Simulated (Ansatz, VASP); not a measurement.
**ZrAlSi (ZrAlSi in the AlB2 type) in two plane-wave programs**

One calculation is typed for both programs; each brings its own data sets. How far apart do they land? The cell is generated by rule, not measured, and may not be a known phase. The cell is taken from a series of runs on this material, whose earlier steps may have relaxed, scaled, displaced or heated it; both programs get it as it stands.

Method: plane waves, with VASP 6.6.1 beside it; relaxation of cell and atoms at PBEsol and zone-centre phonons at PBEsol, in Ansatz 0.2.0.

## (1) The structure

The structure is hexagonal, space group P-6m2 (No. 187). The conventional cell has a = 4.113 Å, b = 4.113 Å, c = 3.479 Å, α = 90.00°, β = 90.00°, γ = 120.00°. Nearest to Zr lie 6 Si at 2.94 Å and 6 Al at 2.94 Å. Nearest to Al lie 3 Si at 2.37 Å and 6 Zr at 2.94 Å. Si has 3 Al at 2.37 Å and 6 Zr at 2.94 Å nearest. Farther neighbours are not listed.

Coordinates:

```cif
data_structure
_symmetry_space_group_name_H-M 'P-6m2'
_symmetry_Int_Tables_number 187
_cell_length_a 4.1132
_cell_length_b 4.1132
_cell_length_c 3.4794
_cell_angle_alpha 90.000
_cell_angle_beta 90.000
_cell_angle_gamma 120.000
_cell_volume 50.98
loop_
_atom_site_label
_atom_site_type_symbol
_atom_site_symmetry_multiplicity
_atom_site_Wyckoff_symbol
_atom_site_fract_x
_atom_site_fract_y
_atom_site_fract_z
_atom_site_occupancy
Zr1 Zr 1 a 0.00000 0.00000 0.00000 1
Al1 Al 1 d 0.33333 0.66667 0.50000 1
Si1 Si 1 f 0.66667 0.33333 0.50000 1
```

## (2) Ansatz: relaxation of cell and atoms, PBEsol, pair 1

Ansatz runs on its PAW soft_1 files.

The relaxed volume is the usual yardstick between codes: in a stiff, nearly cubic crystal its relative difference is about their pressure difference at one cell divided by the bulk modulus.

Input file input.yaml:

```yaml
crystal:
  lattice:
    - [4.1132164979, 2.9408e-06, 0.0]
    - [-2.0566107958, 3.562148508, 0.0]
    - [0.0, 0.0, 3.4794444398]
  atoms:
    - { symbol: Zr, position: [0.0, 0.0, 0.0] }
    - { symbol: Al, position: [0.3333333333, 0.6666666667, 0.5] }
    - { symbol: Si, position: [0.6666666667, 0.3333333333, 0.5] }
kpoints:
  mp_grid: { grid: [9, 9, 8] }
hamiltonian:
  xc: pbesol
  pseudopotentials: { kind: paw, azcp: { folder: soft_1 }, xc_functional: pbe }
scf:
  occupations: { method: gaussian, width: 0.1 }
output:
  forces: true
  stress: true
  eigenvalues: true
relax:
  adjacent_minimum: "off"
  f_tol: 0.005
  max_steps: 80
  cell: { stress_tol: 0.05 }
```

On the command line:

```sh
ansatz run input.yaml --threads 4 --pin off --max-ram 12288MiB --backend cpu --events-out ev --progress --plain --runs-dir out
```

Numbers of over 12 decimals in the logs are rounded to 6 here.

Output:

```text
Engine: ansatz 0.2.0, aarch64-unknown-linux-gnu
Pseudopotentials: kind: paw
Pseudopotential: Zr, paw, valence charge 12, recommended cutoff 420 eV (normal), soft_1/Zr.paw.azcp
Pseudopotential: Al, paw, valence charge 3, recommended cutoff 420 eV (normal), soft_1/Al.paw.azcp
Pseudopotential: Si, paw, valence charge 4, recommended cutoff 420 eV (normal), soft_1/Si.paw.azcp
Functional definition: PBEsol
  exchange = pbesol_x
  correlation = pbesol_c
Crystal: 3 atoms, lattice volume = 50.980 Å³
Basis set: ecut = 420 eV, 983 PW (Γ), exchange–correlation on 60×60×48 points (8 copies of the dense FFT grid, shifted against one another)
Bands: 14, of which v1, the nominal top of the filled ones, is band 10 counted from 1 (9 counted from 0)
Symmetry: 12 space group operations
Space group: P-6m2 (ITA 187), of the structure as read, at distance tolerance 3.7e-5 Å
k-points: 60 of 648 (time reversal used)
Non-local potential: Zr, projectors of the file, l = 0: 3, l = 1: 2, l = 2: 2, l = 3: 1
Non-local potential: Al, projectors of the file, l = 0: 2, l = 1: 2, l = 2: 1
Non-local potential: Si, projectors of the file, l = 0: 2, l = 1: 2, l = 2: 1
PAW form: soft (Blöchl's): semilocal exchange-correlation on the pseudo side does not see the compensation charge
PAW frozen core: Zr, regenerated for the run's functional, and the local potential with it (the file was generated under x = pbe(κ = 0.804, μ = 0.219515), c = pbe(β = 0.066725))
PAW frozen core: Al, regenerated for the run's functional, and the local potential with it (the file was generated under x = pbe(κ = 0.804, μ = 0.219515), c = pbe(β = 0.066725))
PAW frozen core: Si, regenerated for the run's functional, and the local potential with it (the file was generated under x = pbe(κ = 0.804, μ = 0.219515), c = pbe(β = 0.066725))
PAW one-centre angular grid: Zr, 590 points (default); XC on 64 Gauss nodes
PAW one-centre angular grid: Al, 110 points (default); XC on 64 Gauss nodes
PAW one-centre angular grid: Si, 110 points (default); XC on 64 Gauss nodes
Initial density: superposition of atomic densities (chi_scale 0.1, normalization cell, long waves kept (reshape's long-wave potential 0.00 eV rms))
Initial wavefunctions: pseudopotential atomic-orbital guess
Functional: x = pbesol(κ = 0.804, μ = 0.123457), c = pbesol(β = 0.046)
SCF iter   1: F=—  HF=-5276.144760 eV  |F-HF|=—  |Δ(HF+E_count)|=         —  Δρ=2.68e-2  dr2=3.84e-1  ethr=3.10e-3  ⟨swp⟩=5.5  Hψ=5013  notcnv=0
preconditioner: auto → none  [metal: Δε(μ)=0.025 eV  Ē_g=6.738 eV  σ=0.100 eV  W_gap=0.14  n_scr=8 (ndim 8)  ℏωp=17.2 eV  f_vac=0.000  D(μ)=2.16/eV (n_scr^D=20)  sad-step TF]
SCF iter   2: F=—  HF=-5276.033480 eV  |F-HF|=—  |Δ(HF+E_count)|=   1.11e-1  Δρ=1.70e-2  dr2=1.54e-1  ethr=2.02e-3  ⟨swp⟩=1.7  Hψ=1371  notcnv=0  defer=3
SCF iter   3: F=—  HF=-5275.961356 eV  |F-HF|=—  |Δ(HF+E_count)|=   7.21e-2  Δρ=1.33e-3  dr2=1.72e-3  ethr=8.11e-4  ⟨swp⟩=2.3  Hψ=1418  notcnv=0  defer=10
SCF iter   4: F=—  HF=-5275.960865 eV  |F-HF|=—  |Δ(HF+E_count)|=   4.91e-4  Δρ=2.55e-4  dr2=3.32e-5  ethr=9.04e-6  ⟨swp⟩=2.1  Hψ=1211  notcnv=0  defer=10
SCF iter   5: F=—  HF=-5275.960837 eV  |F-HF|=—  |Δ(HF+E_count)|=   2.77e-5  Δρ=6.59e-5  dr2=2.04e-6  ethr=1.75e-7  ⟨swp⟩=2.0  Hψ=1361  notcnv=0  defer=11
SCF iter   6: F=-5275.960836 eV  HF=-5275.960836 eV  |F-HF|=4.08e-8  |Δ(HF+E_count)|=   1.03e-6  Δρ=1.14e-5  dr2=7.92e-8  ethr=5.26e-10  ⟨swp⟩=4.1  Hψ=3842  notcnv=0
SCF 1 converged in 6 iterations: F = -5275.960836 eV  dr2 = 7.92e-8
  greatest PAW one-centre occupation: 0.995 electrons in one spin orbital (limit 2), on the Zr atom at site 0 (counted from 0), in its partial waves of l = 0
relax step   1: F+E_penalty+E_count = -5275.96083611 eV  Δ(F+E_penalty+E_count) = +0.000e0 eV  max|allowed force component| = 1.010e-16 eV/Å  Δτ_max = 0.0000 Å  P = -0.634 GPa  Ω = 50.980 Å³  (6 SCF iters, dr2 threshold 1.00e-7 eV, accepted)
[...]
relax step   3: F+E_penalty+E_count = -5275.96145161 eV  Δ(F+E_penalty+E_count) = -1.894e-4 eV  max|allowed force component| = 2.694e-17 eV/Å  Δτ_max = 0.0000 Å  P = -0.012 GPa  Ω = 50.741 Å³  energy of the carried Pulay correction = +1.785e-5 eV  (6 SCF iters, dr2 threshold 3.00e-7 eV, accepted)
[...]
relax step   4: F+E_penalty+E_count = -5275.96146042 eV  Δ(F+E_penalty+E_count) = -8.815e-6 eV  max|allowed force component| = 3.016e-17 eV/Å  Δτ_max = 0.0000 Å  P = -0.005 GPa  Ω = 50.749 Å³  energy of the carried Pulay correction = +1.699e-5 eV  (6 SCF iters, dr2 threshold 6.57e-9 eV, accepted)
[...]
relax step   5: F+E_penalty+E_count = -5275.96144436 eV  Δ(F+E_penalty+E_count) = +1.606e-5 eV  max|allowed force component| = 2.776e-17 eV/Å  Δτ_max = 0.0000 Å  P = -0.006 GPa  Ω = 50.749 Å³  stress off target by 6.77e-3 GPa  SCF on the basis re-selected at this cell (its energy is not comparable with the rows above)  (7 SCF iters)
basis re-selected at this cell: Δ(F+E_penalty+E_count) = +1.606e-5 eV, ΔP = -0.000 GPa vs the last step (what re-selecting the basis moved, of the pressure what is left beyond the Pulay correction that the steps carried, after the strain that the cell walked since its last selection, with what the two solves' SCF thresholds leave and, on support functions, any second-order correction that the steps lacked; it is no m [...]
SCF converged after 7 iterations
Free energy (F): -5275.961444 eV
Harris-Foulkes:  -5275.961444 eV  (|F-HF|=0.00e0)
Internal energy: -5275.950625 eV  (E = F + TS)
E sigma→0 (E₀):  -5275.956035 eV
Entropy (-TS):   -0.010819 eV (-3.606 meV/atom)
Fermi energy:    12.434059 eV
--- Per-component energies (eV) ---
  E_band       = -77.537942
  E_kinetic    = 384.305819
  E_local      = -733.893630  (includes V_loc(G=0)·N_el)
  E_nonlocal   = 109.907282
  E_hartree    = 262.972735
  E_xc         = -249.419215
  E_vxc        = -262.742854  (∫ρ·V_xc dr)
  E_paw        = -3864.974068  (= ΣΔE_a)
  E_vpaw       = -101.060039  (= ΣTr[D̂ρ^β])
  E_aug_tail   = 0.000011  (compensation charges beyond the density's cutoff)
  E_ewald      = -1185.065979
  E_core_change = 0.216421  (= ΣΔE_core)
  E_smearing   = -0.010819  (= −TS)
  E_closure    = 0.000000  (closes the sum)
  Σ components = -5275.961444   (vs F -5275.961444, Δ=0.00e0)
--- Forces (eV/Å), atoms counted from 1 ---
  atom   1  Zr     0.00000000    -0.00000000    -0.00000000
  atom   2  Al    -0.00000000     0.00000000    -0.00000000
  atom   3  Si     0.00000000     0.00000000     0.00000000
  max |Σ_I F_I| component: 3.47e-18 eV/Å
--- Stress (GPa, compression-positive) ---
       -0.006775      -0.000000       0.000000
       -0.000000      -0.006775       0.000000
        0.000000       0.000000      -0.003253
  P = ⅓ Tr σ = -0.0056 GPa (-0.056 kbar)
--- Band table (eV; the first three rows and the last of 60) ---
  k-point 0: bands = [... 6 lower, 8.6808, 10.1538, 12.0395, 12.2723, 13.5249, 13.5249, 13.8466, 13.8466]
  k-point 1: bands = [... 6 lower, 8.8352, 9.5619, 12.0492, 12.2360, 12.2360, 12.5805, 15.2583, 15.2583]
  k-point 2: bands = [... 6 lower, 9.2795, 9.2795, 11.1718, 11.1718, 12.7292, 13.3570, 14.2592, 14.2592]
  k-point 59: bands = [... 6 lower, 8.2751, 8.4791, 9.4513, 12.6903, 14.0823, 15.1201, 15.1723, 15.1966]
--- Relaxed structure (4 steps of the walk, 4 accepted, 1 SCFs on fresh bases) ---
  F+E_penalty+E_count = -5275.96144436 eV   max|allowed force component| = 2.776e-17 eV/Å   (the final SCF, on the basis selected at the relaxed cell)
  cell:  # Å, volume = 50.7495 Å³
    - [4.103135, 2.9336169034262373e-6, 1.5862972469609998e-19]
    - [-2.051570, 3.553418, 0]
    - [1.341877612973344e-19, 0, 3.480720]
  atoms:
    - { symbol: Zr, position: [0, 0, 0] }
    - { symbol: Al, position: [0.333333, 0.666667, 0.5] }
    - { symbol: Si, position: [0.666667, 0.333333, 0.5] }
```

The column dr2 measures how far the density is from self-consistency, as an energy; F and HF (Harris–Foulkes) agree once it is small.

## (3) VASP: relaxation of cell and atoms, PBEsol, pair 1

The same cell, functional, mesh and smearing now go to VASP, with its own data sets.

Lines of VASP's logs that name or quote its potential files are left out, and so is its time.

Input file INCAR:

```
SYSTEM = ZrAlSi
PREC = Accurate
ENCUT = 500
EDIFF = 1E-07
NELM = 120
ISMEAR = 0
SIGMA = 0.1
LREAL = .FALSE.
ALGO = Normal
GGA = PS
NBANDS = 15
LASPH = .TRUE.
LORBIT = 11
LWAVE = .FALSE.
LCHARG = .FALSE.
ISIF = 3
IBRION = 2
NSW = 80
EDIFFG = -0.005
GGA_COMPAT = .FALSE.
NELMIN = 4
KPAR = 2
```

Input file POSCAR:

```
ZrAlSi
1.0
    4.1132160000      0.0000030000      0.0000000000
   -2.0566110000      3.5621490000      0.0000000000
    0.0000000000      0.0000000000      3.4794440000
Zr Al Si
1 1 1
Direct
    0.0000000000      0.0000000000      0.0000000000
    0.3333333333      0.6666666667      0.5000000000
    0.6666666667      0.3333333333      0.5000000000
```

Input file KPOINTS:

```
Automatic mesh
0
Gamma
9 9 8
0 0 0
```

PAW data sets: Zr_sv, Al and Si (PBE family, release 64).

On the command line:

```sh
mpirun -np 2 vasp_std
```

Output:

```text
[banner, memory and clock lines left out]
running    2 mpi-ranks, on    1 nodes
 distrk:  each k-point on    1 cores,    2 groups
 distr:  one band on    1 cores,    1 groups

 POSCAR found type information on POSCAR ZrAlSi
 POSCAR found :  3 types and       3 ions
|                                                                             |
|               ----> ADVICE to this user running VASP <----                  |
|                                                                             |
|     You enforced a specific xc type in the INCAR file but a different       |
|     [... a line on the potential file left out ...]
|     I HOPE YOU KNOW WHAT YOU ARE DOING!                                     |
|                                                                             |

 LDA part: xc-table for (Slater+PW92), standard interpolation
 POSCAR, INCAR and KPOINTS ok, starting setup
 FFT: planning ... GRIDC
 FFT: planning ... GRID_SOFT
 FFT: planning ... GRID
 WAVECAR not read
 entering main loop
       N       E                     dE             d eps       ncg     rms          rms(c)
DAV:   1     0.980020181641E+02    0.98002E+02   -0.88783E+03  1800   0.111E+03
DAV:   2    -0.167465725033E+02   -0.11475E+03   -0.11181E+03  2283   0.265E+02
DAV:   3    -0.213491030041E+02   -0.46025E+01   -0.45635E+01  3107   0.447E+01
DAV:   4    -0.214380996896E+02   -0.88997E-01   -0.88978E-01  2161   0.584E+00
DAV:   5    -0.214401055922E+02   -0.20059E-02   -0.20059E-02  2903   0.754E-01    0.142E+01
DAV:   6    -0.202167885292E+02    0.12233E+01   -0.41929E+00  2234   0.119E+01    0.550E+00
DAV:   7    -0.201914171549E+02    0.25371E-01   -0.20842E-01  2461   0.276E+00    0.251E+00
DAV:   8    -0.201786949006E+02    0.12722E-01   -0.22053E-02  2293   0.935E-01    0.341E-01
DAV:   9    -0.201781904417E+02    0.50446E-03   -0.25865E-03  2631   0.309E-01    0.166E-01
DAV:  10    -0.201781414096E+02    0.49032E-04   -0.35994E-04  2208   0.148E-01    0.684E-02
DAV:  11    -0.201781422503E+02   -0.84071E-06   -0.17571E-05  2521   0.373E-02    0.150E-02
DAV:  12    -0.201781413031E+02    0.94715E-06   -0.35735E-06  2298   0.108E-02    0.484E-03
DAV:  13    -0.201781410487E+02    0.25446E-06   -0.31274E-07  2150   0.383E-03    0.808E-04
DAV:  14    -0.201781410226E+02    0.26050E-07   -0.16360E-08  1271   0.897E-04
   1 F= -.20178141E+02 E0= -.20172706E+02  d E =-.201781E+02
[...]
2 F= -.20178230E+02 E0= -.20172930E+02  d E =-.892384E-04
[...]
3 F= -.20178505E+02 E0= -.20173139E+02  d E =-.364014E-03
[...]
4 F= -.20178505E+02 E0= -.20173137E+02  d E =-.363970E-03
[...]
5 F= -.20178523E+02 E0= -.20173134E+02  d E =-.177573E-04
 trial-energy change:   -0.000018  1 .order   -0.000018   -0.000022   -0.000013
 step:   2.2269(harm=  2.2269)  dis= 0.00000  next Energy=   -20.178533 (dE=-0.276E-04)
 bond charge predicted
       N       E                     dE             d eps       ncg     rms          rms(c)
DAV:   1    -0.201785922650E+02   -0.69432E-04   -0.36300E-03  1947   0.508E-01    0.577E-02
DAV:   2    -0.201785466262E+02    0.45639E-04   -0.10458E-04  2157   0.813E-02    0.240E-02
DAV:   3    -0.201785328688E+02    0.13757E-04   -0.41682E-05  2702   0.488E-02    0.839E-03
DAV:   4    -0.201785327095E+02    0.15928E-06   -0.14117E-06  2180   0.850E-03    0.375E-03
DAV:   5    -0.201785324592E+02    0.25028E-06   -0.23946E-07  2237   0.348E-03    0.160E-03
DAV:   6    -0.201785323368E+02    0.12245E-06   -0.52499E-08  1064   0.167E-03    0.362E-04
DAV:   7    -0.201785323211E+02    0.15602E-07   -0.13640E-08   998   0.911E-04
   6 F= -.20178532E+02 E0= -.20173115E+02  d E =-.273280E-04
 curvature:  -1.13 expect dE=-0.133E-06 dE for cont linesearch -0.103E-07
 trial: gam= 0.03028 g(F)=  0.190E-46 g(S)=  0.118E-06 ort =-0.479E-06 (trialstep = 0.117E+01)
 search vector abs. value=  0.112E-06
 reached required accuracy - stopping structural energy minimisation
```

From OUTCAR (step 3):

```text
ion  position               nearest neighbor table
   1  0.000  0.000  0.000-   3 2.94   3 2.94   2 2.94   2 2.94   2 2.94   3 2.94   2 2.94   3 2.94
                             3 2.94   3 2.94   2 2.94   2 2.94
   2  0.333  0.667  0.500-   3 2.37   3 2.37   3 2.37   1 2.94   1 2.94   1 2.94   1 2.94   1 2.94
                             1 2.94
   3  0.667  0.333  0.500-   2 2.37   2 2.37   2 2.37   1 2.94   1 2.94   1 2.94   1 2.94   1 2.94
                             1 2.94

  LATTYP: Found a hexagonal cell.
 ALAT       =     4.1132160000
 C/A-ratio  =     0.8459181332

 Subroutine GETGRP returns: Found 12 space group operations
 (whereof 12 operations were pure point group operations)

The static configuration has the point symmetry D_3h.

 Found     60 irreducible k-points:

   k-points           NKPTS =     60   k-points in BZ     NKDIM =     60   number of bands    NBANDS=     15

   dimension x,y,z NGX =    30 NGY =   30 NGZ =   28
   dimension x,y,z NGXF=    60 NGYF=   60 NGZF=   56

   ENCUT  =  500.0 eV  36.75 Ry    6.06 a.u.   7.50  7.50  6.34*2*pi/ulx,y,z

   NELECT =      19.0000    total number of electrons

 k-points in reciprocal lattice and weights: Automatic mesh
   0.00000000  0.00000000  0.00000000       0.002
   0.11111111  0.00000000  0.00000000       0.009
   0.22222222  0.00000000  0.00000000       0.009
   0.33333333  0.00000000  0.00000000       0.009
   0.44444444  0.00000000  0.00000000       0.009
   0.11111111  0.11111111  0.00000000       0.009
   0.22222222  0.11111111  0.00000000       0.019
   0.33333333  0.11111111  0.00000000       0.019
   0.44444444  0.11111111  0.00000000       0.009
[...]
0.33333333  0.22222222  0.50000000       0.019
   0.33333333  0.33333333  0.50000000       0.003

 average (electrostatic) potential at core
       1 -73.8549       2 -70.2516       3 -79.5710

 E-fermi :  10.0219

 k-point     1 :       0.0000    0.0000    0.0000
  band No.  band energies     occupation
    ...
      6       6.2719      2.00000
      7       6.2719      2.00000
      8       7.7439      2.00000
      9       9.6275      2.00000
     10       9.8582      1.97943
     11      11.1130      0.00000
     12      11.1130      0.00000
     13      11.4340      0.00000
     14      11.4340      0.00000
     15      14.1278      0.00000

 k-point     2 :       0.1111    0.0000    0.0000
  band No.  band energies     occupation
    ...
      5      -1.5488      2.00000
      6       5.6220      2.00000
      7       6.3074      2.00000
      8       7.7180      2.00000
      9       9.5641      2.00000
     10      10.3126      0.00004
     11      10.9076      0.00000
     12      11.0406      0.00000
     13      11.3586      0.00000
     14      11.8417      0.00000
    ...

 k-point     3 :       0.2222    0.0000    0.0000
  band No.  band energies     occupation
    ...
      5      -1.1066      2.00000
      6       4.4355      2.00000
      7       6.3921      2.00000
      8       7.5117      2.00000
      9       9.1000      2.00000
     10      10.3064      0.00006
     11      10.9410      0.00000
     12      11.1808      0.00000
     13      12.2590      0.00000
     14      12.5428      0.00000
    ...

  Total       -0.0015284     -0.0015284     -0.0016285      0.0000000     -0.0000000      0.0000000
  in kB       -0.0481941     -0.0481941     -0.0513507      0.0000000     -0.0000000      0.0000000
  external PRESSURE =      -0.0492463 kB  Pullay stress =       0.0000000 kB

  energy-cutoff  :      500.00
  volume of cell :       50.81
      direct lattice vectors                 reciprocal lattice vectors
     4.104815731  0.000002995 -0.000000000     0.243616192  0.140652101 -0.000000000
    -2.052410858  3.554874150 -0.000000000    -0.000000205  0.281303792 -0.000000000
     0.000000000  0.000000000  3.482113059    -0.000000000  0.000000000  0.287181945

 POSITION                                       TOTAL-FORCE (eV/Angst)
 -----------------------------------------------------------------------------------
      0.00000      0.00000     -0.00000        -0.000000      0.000000     -0.000000
     -0.00000      2.36992      1.74106         0.000000     -0.000000      0.000000
      2.05241      1.18496      1.74106        -0.000000     -0.000000      0.000000
 -----------------------------------------------------------------------------------
    total drift:                               -0.000000     -0.000000      0.000000

  FREE ENERGIE OF THE ION-ELECTRON SYSTEM (eV)
  ---------------------------------------------------
  free  energy   TOTEN  =       -20.1785323211 eV

  energy  without entropy=      -20.1676978140  energy(sigma->0) =      -20.17311507

 reached required accuracy - stopping structural energy minimisation

 total charge
# of ion       s       p       d       tot
------------------------------------------
    1        2.136   5.955   1.768   9.858
    2        0.403   0.463   0.000   0.866
    3        0.735   0.955   0.000   1.690
--------------------------------------------------
tot          3.274   7.373   1.768  12.415

[... 3 further parts left out ...]
```

The run keeps the 12 symmetry operations of its start, so it cannot find a distortion of lower symmetry.

## (4) Comparison

Known differences besides the potentials themselves: the cutoff is 420 eV in Ansatz and 500 eV in VASP; Ansatz makes its cores anew for this functional, VASP keeps those of its PBE data sets; Ansatz adds a Pulay correction to the stress that steers its cell, VASP none. Total energies have different zeros and are not compared.

The two programs side by side:

```csv
quantity,Ansatz,VASP,difference
volume (Å³),50.75,50.81,-0.12 %
"edge a after relaxation, in the typed setting (Å)",4.103,4.105,-0.04 %
"edge c after relaxation, in the typed setting (Å)",3.481,3.482,-0.04 %
```

(Part 1 of 2 ends here.)

[Lines on the potential files, build, host, timing and source positions are cut from VASP's logs without a mark.]

[Logs are printed without paths, hosts, clocks, repeated set-up lines and the standing remarks that a program may print on its own settings, such as how far it seeks lower states.]

[Hosts, paths, dates, database ids (printed as entryN), source tags and the programs' standing remarks are cut or masked in the printed files.]
